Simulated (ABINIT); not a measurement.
CdS:

```xyz
2
Lattice="0.0000 2.7532 2.7532 2.7532 0.0000 2.7532 2.7532 2.7532 0.0000" Properties=species:S:1:pos:R:3 pbc="T T T"
Cd    0.0000    0.0000    0.0000
S     2.7532    2.7532    2.7532
```

Measurements of this composition are mostly on another form, of space group No. 186.

Base run:

* Program: ABINIT 10.8.3 (patched build)
* Functional: BLYP
* Potentials or basis: JTH PAW PBE v2.0
* Cutoff: 707 eV
* k mesh: 8 × 8 × 8
* Occupations: fermi-dirac, width 0.05 eV
* Spin: no spin polarisation

Its results: band gap on the k mesh 0.13 eV, indirect (least direct gap 1.50 eV); pressure 4.0 GPa.

**Question.** The run is repeated on the same cell with these changes: functional from BLYP to SCAN. What comes out?

**Answer.** Band gap on the k mesh 0.56 eV, indirect (least direct gap 2.03 eV); pressure -3.1 GPa.

SCAN gives the wider gap, since meta-GGAs in the generalised Kohn-Sham scheme recover part of the derivative discontinuity.

Caveats: the PAW data sets were made with another functional, which shifts forces and pressure a little.

A k mesh can miss the band edges.
